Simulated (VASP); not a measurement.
# Hf (Fm-3m) in VASP: a series of runs

One crystal, Hf, is run at these levels: PBE, HSE06; tasks: single point.

Everything below comes from runs of VASP 6.6.1. Logs are shortened: lines on timing, memory, paths and dates and some standing lists are left out, and cuts for length are marked.

## 1. The structure

The structure is cubic, space group Fm-3m (No. 225). Conventional cell: a = 4.478 Å, b = 4.478 Å, c = 4.478 Å, α = 90.00°, β = 90.00°, γ = 90.00°. Hf (site symmetry m-3m) is surrounded by 12 Hf at 3.17 Å.

The cell was built by a generator and needn't be a form met in nature.

## 2. Single point, PBE

Contents of INCAR:

```
SYSTEM = Hf
PREC = Accurate ; ENCUT = 520
EDIFF = 1E-7 ; ISMEAR = 0
SIGMA = 0.05 ; LREAL = .FALSE.
LASPH = .TRUE. ; NELM = 100
ALGO = Normal ; ISIF = 2
LWAVE = .FALSE. ; LCHARG = .FALSE.
GGA = PE ; NBANDS = 11
```

Contents of KPOINTS:

```
Automatic mesh
0
G
  8 8 8
  0 0 0
```

Contents of POSCAR:

```
Hf
1.0
    0.0000000000      2.2389399613      2.2389399613
    2.2389399613      0.0000000000      2.2389399613
    2.2389399613      2.2389399613      0.0000000000
Hf
1
Direct
    0.0000000000      0.0000000000      0.0000000000
```

Potentials or basis: VASP PAW PBE potentials, release 64 (Hf_pv).

Launch:

```
> cat potpaw_PBE.64/Hf_pv/POTCAR > POTCAR
> mpirun -np 1 vasp_std > vasp.out
```

OUTCAR:

```text
SYSTEM = Hf
   PREC = Accurate
   ENCUT = 520
   EDIFF = 1E-7
   ISMEAR = 0
   LREAL = .FALSE.
   LASPH = .TRUE.
   NELM = 100
   ISIF = 2
   GGA = PE

 ion  position               nearest neighbor table
   1  0.000  0.000  0.000-

  LATTYP: Found a face centered cubic cell.
 ALAT       =     4.4778799226

  Lattice vectors:

 A1 = (   0.0000000000,   2.2389399613,   2.2389399613)
 A2 = (   2.2389399613,   0.0000000000,   2.2389399613)
 A3 = (   2.2389399613,   2.2389399613,   0.0000000000)

Analysis of symmetry for initial positions (statically):
=====================================================================
 Subroutine PRICEL returns:
 Original cell was already a primitive cell.

 Routine SETGRP: Setting up the symmetry group for a
 face centered cubic supercell.

 Subroutine GETGRP returns: Found 48 space group operations
 (whereof 48 operations were pure point group operations)
 out of a pool of 48 trial point group operations.

The static configuration has the point symmetry O_h .

Analysis of symmetry for dynamics (positions and initial velocities):
=====================================================================
 Subroutine PRICEL returns:
 Original cell was already a primitive cell.

 Routine SETGRP: Setting up the symmetry group for a
 face centered cubic supercell.

 Subroutine GETGRP returns: Found 48 space group operations
 (whereof 48 operations were pure point group operations)
 out of a pool of 48 trial point group operations.

The dynamic configuration has the point symmetry O_h .

 Subroutine INISYM returns: Found 48 space group operations
 (whereof 48 operations are pure point group operations),
 and found     1 'primitive' translations

----------------------------------------------------------------------------------------

                                     Primitive cell

  volume of cell :      22.4469

  direct lattice vectors                    reciprocal lattice vectors
     0.000000000  2.238939961  2.238939961    -0.223319968  0.223319968  0.223319968
     2.238939961  0.000000000  2.238939961     0.223319968 -0.223319968  0.223319968
     2.238939961  2.238939961  0.000000000     0.223319968  0.223319968 -0.223319968

  length of vectors
     3.166339259  3.166339259  3.166339259     0.386801531  0.386801531  0.386801531

  position of ions in fractional coordinates (direct lattice)
     0.000000000  0.000000000  0.000000000

  ion indices of the primitive-cell ions
   primitive index   ion index
                 1           1

----------------------------------------------------------------------------------------

 KPOINTS: Automatic mesh

Automatic generation of k-mesh.
 Grid dimensions read from file:
 generate k-points for:    8    8    8

 Generating k-lattice:

  Cartesian coordinates                     Fractional coordinates (reciprocal lattice)
    -0.027914996  0.027914996  0.027914996     0.125000000  0.000000000  0.000000000
     0.027914996 -0.027914996  0.027914996     0.000000000  0.125000000  0.000000000
     0.027914996  0.027914996 -0.027914996     0.000000000  0.000000000  0.125000000

  Length of vectors
     0.048350191  0.048350191  0.048350191

  Shift w.r.t. Gamma in fractional coordinates (k-lattice)
     0.000000000  0.000000000  0.000000000

 Subroutine IBZKPT returns following result:
 ===========================================

 Found     29 irreducible k-points:

 Following reciprocal coordinates:
            Coordinates               Weight
  0.000000  0.000000  0.000000      1.000000
  0.125000  0.000000  0.000000      8.000000
  0.250000  0.000000  0.000000      8.000000
  0.375000  0.000000  0.000000      8.000000
  0.500000  0.000000  0.000000      4.000000
  0.125000  0.125000  0.000000      6.000000
[... 16 lines left out ...]
  0.500000  0.250000  0.125000     48.000000
 -0.375000  0.250000  0.125000     24.000000
 [... further k-points ...]
   k-points           NKPTS =     29   k-points in BZ     NKDIM =     29   number of bands    NBANDS=     11
   number of dos      NEDOS =    301   number of ions     NIONS =      1
   total plane-waves  NPLWV =  13824
   dimension x,y,z NGX =    24 NGY =   24 NGZ =   24
   dimension x,y,z NGXF=    48 NGYF=   48 NGZF=   48
   ions per type =               1
   NGX,Y,Z   is equivalent  to a cutoff of  12.60, 12.60, 12.60 a.u.
   NGXF,Y,Z  is equivalent  to a cutoff of  25.20, 25.20, 25.20 a.u.
 SYSTEM =  Hf
   PREC   = accura    normal or accurate (medium, high low for compatibility)
   ISTART =      0    job   : 0-new  1-cont  2-samecut
   ICHARG =      2    charge: 1-file 2-atom 10-const
   ISPIN  =      1    spin polarized calculation?
   LNONCOLLINEAR =      F non collinear calculations
   LSORBIT =      F    spin-orbit coupling
   LASPH  =      T    aspherical Exc in radial PAW
   ENCUT  =  520.0 eV  38.22 Ry    6.18 a.u.   5.89  5.89  5.89*2*pi/ulx,y,z
   NELM   =    100;   NELMIN=  2; NELMDL= -5     # of ELM steps
   EDIFF  = 0.1E-06   stopping-criterion for ELM
   LREAL  =      F    real-space projection
   EDIFFG = 0.1E-05   stopping-criterion for IOM
   NSW    =      0    number of steps for IOM
   IBRION =     -1    ionic relax: 0-MD 1-quasi-New 2-CG
   NFREE  =      0    steps in history (QN), initial steepest desc. (CG)
   ISIF   =      2    stress and relaxation
   ISYM   =      2    0-nonsym 1-usesym 2-fastsym
   POTIM  = 0.5000    time-step for ionic-motion
   TEBEG  =    0.0;   TEEND  =   0.0 temperature during run
   PSTRESS=    0.0 pullay stress
   NELECT =      10.0000    total number of electrons
   NUPDOWN=      -1.0000    fix difference up-down
   EMIN   =  10.00;   EMAX   =-10.00  energy-range for DOS
   EFERMI =   0.00;   METHOD = LEGACY
   ISMEAR =     0;   SIGMA  =   0.05  broadening in eV -4-tet -1-fermi 0-gaus
   EFERMI_NEDOS =   21; number of points for ismear=-14 and -15
   IALGO  =     38    algorithm
   IMIX   =      4    mixing-type and parameters
     AMIX     =   0.40;   BMIX     =  1.00
     AMIX_MAG =   1.60;   BMIX_MAG =  1.00
  volume/ion in A,a.u.               =      22.45       151.48
  Fermi-wavevector in a.u.,A,eV,Ry     =   1.250323  2.362769 21.270107  1.563309
  Thomas-Fermi vector in A             =   2.384323
   LORBIT       =      0    0 simple, 1 ext, 2 COOP (PROOUT), +10 PAW based schemes
   GGA     = PE    functional components
   LHFCALC =     F    Hartree Fock is set to
   AEXX    =    0.0000 exact exchange contribution
   IVDW    =     0    specifies the selected vdW correction
   LEPSILON=     F    determine dielectric tensor
   LRPA    =     F    only Hartree local field effects (RPA)
 non-spin polarized calculation
 Gauss-broadening in eV      SIGMA  =   0.05
  energy-cutoff  :      520.00
  volume of cell :       22.45
 maximum number of plane-waves:       620
   NGX = 11   NGY = 11   NGZ = 11

 number of electron      10.0000000 magnetization

 number of electron       9.9999999 magnetization

 Free energy of the ion-electron system (eV)
  ---------------------------------------------------
  ext. energy  EPLUGINS =         0.00000000
  ---------------------------------------------------
  free energy    TOTEN  =        -9.84239493 eV

  energy without entropy =       -9.84107722  energy(sigma->0) =       -9.84173608

 E-fermi :   4.7706     XC(G=0): -11.2721

 val. band max:        4.6782972379   @ k =  -0.2500   0.2500   0.0000
 cond. band min:       4.8152626048   @ k =   0.3750   0.0000   0.0000
 fundamental gap:      0.1369653669
 Fermi energy:         4.7705861089

 k-point     1 :       0.0000    0.0000    0.0000
  band No.  band energies     occupation
      1     -25.3206      2.00000
      2     -25.3206      2.00000
      3     -25.3206      2.00000
      4      -2.4823      2.00000
      5       6.1115      0.00000
      6       6.1115      0.00000
      7       6.1115      0.00000
      8       8.8924      0.00000
      9       8.8924      0.00000
     10      16.0125      0.00000
     11      17.7642      0.00000

 k-point     2 :       0.1250    0.0000    0.0000
  band No.  band energies     occupation
      1     -25.4448      2.00000
      2     -25.3364      2.00000
      3     -25.3364      2.00000
      4      -1.9515      2.00000
      5       5.6152      0.00000
      6       6.3413      0.00000
      7       6.3413      0.00000
      8       8.6674      0.00000
      9       8.6674      0.00000
     10      17.0790      0.00000
     11      17.7606      0.00000

 k-point     3 :       0.2500    0.0000    0.0000
  band No.  band energies     occupation
      1     -25.7344      2.00000
      2     -25.3744      2.00000
      3     -25.3744      2.00000
      4      -0.6064      2.00000
      5       4.8372      0.05969
      6       6.4661      0.00000
      7       6.4661      0.00000
      8       8.8848      0.00000
      9       8.8848      0.00000
     10      16.0511      0.00000
     11      17.7647      0.00000

 k-point     4 :       0.3750    0.0000    0.0000
  band No.  band energies     occupation
      1     -26.0108      2.00000
      2     -25.4121      2.00000
      3     -25.4121      2.00000
      4       0.6919      2.00000
      5       4.8153      0.20636
      6       6.0920      0.00000
      7       6.0920      0.00000
      8      10.1533      0.00000
      9      10.1533      0.00000
     10      14.6560      0.00000
     11      17.2189      0.00000
[... 239 lines left out ...]
 k-point    22 :       0.3750    0.2500    0.1250
  band No.  band energies     occupation
      1     -25.8027      2.00000
      2     -25.5232      2.00000
      3     -25.4242      2.00000
      4       0.5340      2.00000
      5       4.1342      2.00000
      6       5.5751      0.00000
      7       7.7106      0.00000
      8       7.9036      0.00000
      9      10.5532      0.00000
     10      17.3586      0.00000
     11      17.7951      0.00000

 k-point    23 :       0.5000    0.2500    0.1250
  band No.  band energies     occupation
      1     -25.9499      2.00000
      2     -25.6120      2.00000
      3     -25.4700      2.00000
      4       1.9088      2.00000
      5       4.0257      2.00000
      6       4.8195      0.16621
      7       7.3182      0.00000
      8       9.4746      0.00000
      9      11.8434      0.00000
     10      14.8716      0.00000
     11      17.7717      0.00000

 k-point    24 :      -0.3750    0.2500    0.1250
  band No.  band energies     occupation
      1     -26.0125      2.00000
      2     -25.6399      2.00000
      3     -25.4948      2.00000
      4       2.4367      2.00000
      5       3.8616      2.00000
      6       5.0963      0.00000
      7       7.0641      0.00000
      8      10.3865      0.00000
      9      12.4620      0.00000
     10      13.0902      0.00000
     11      17.7700      0.00000

 [... further k-points ...]

------------------------ aborting loop because EDIFF is reached ----------------------------------------

  FORCE on cell =-STRESS in cart. coord.  units (eV):
  Direction    XX          YY          ZZ          XY          YZ          ZX
  --------------------------------------------------------------------------------------
  -------------------------------------------------------------------------------------
  Total        0.0119047      0.0119047      0.0119047      0.0000000      0.0000000     -0.0000000
  in kB        0.8497084      0.8497084      0.8497084      0.0000000      0.0000000     -0.0000000
  external PRESSURE =       0.8497084 kB  Pullay stress =       0.0000000 kB

 VOLUME and BASIS-vectors are now :
 -----------------------------------------------------------------------------
  energy-cutoff  :      520.00
  volume of cell :       22.45
      direct lattice vectors                 reciprocal lattice vectors
     0.000000000  2.238939961  2.238939961    -0.223319968  0.223319968  0.223319968
     2.238939961  0.000000000  2.238939961     0.223319968 -0.223319968  0.223319968
     2.238939961  2.238939961  0.000000000     0.223319968  0.223319968 -0.223319968

 POSITION                                       TOTAL-FORCE (eV/Angst)
 -----------------------------------------------------------------------------------
      0.00000      0.00000      0.00000         0.000000     -0.000000      0.000000
 -----------------------------------------------------------------------------------
    total drift:                                0.000000      0.000000     -0.000000

  FREE ENERGIE OF THE ION-ELECTRON SYSTEM (eV)
  ---------------------------------------------------
  free  energy   TOTEN  =        -9.8423949290 eV

  energy  without entropy=       -9.8410772235  energy(sigma->0) =       -9.84173608
```

It took 3.9 s on 1 thread of Intel Xeon Platinum 8375C at 2.90GHz (Ice Lake), shared host; peak memory 0.13 GiB.

What came out:

| Quantity | Value |
| --- | --- |
| Free energy | -9.8424 eV |
| Pressure | 0.1 GPa |
| Band gap on the k mesh | none (metal or under the smearing width) |

Levels at points of the mesh, in eV from the Fermi level:
```csv
k point,band 1,band 2,band 3,band 4,band 5,band 6,band 7,band 8,band 9,band 10
"(0.00, 0.00, 0.00)",-30.09,-30.09,-30.09,-7.25,1.34,1.34,1.34,4.12,4.12,11.24
"(0.50, 0.00, 0.00)",-30.89,-30.20,-30.20,-3.68,0.52,1.12,1.12,6.22,6.22,9.28
"(0.50, 0.50, 0.00)",-30.84,-30.38,-30.38,-3.29,-2.18,2.44,6.24,6.84,6.84,9.82
```

Spin-orbit coupling is left out, which matters for the levels of Hf.

(Continued in part 2 of 2.)
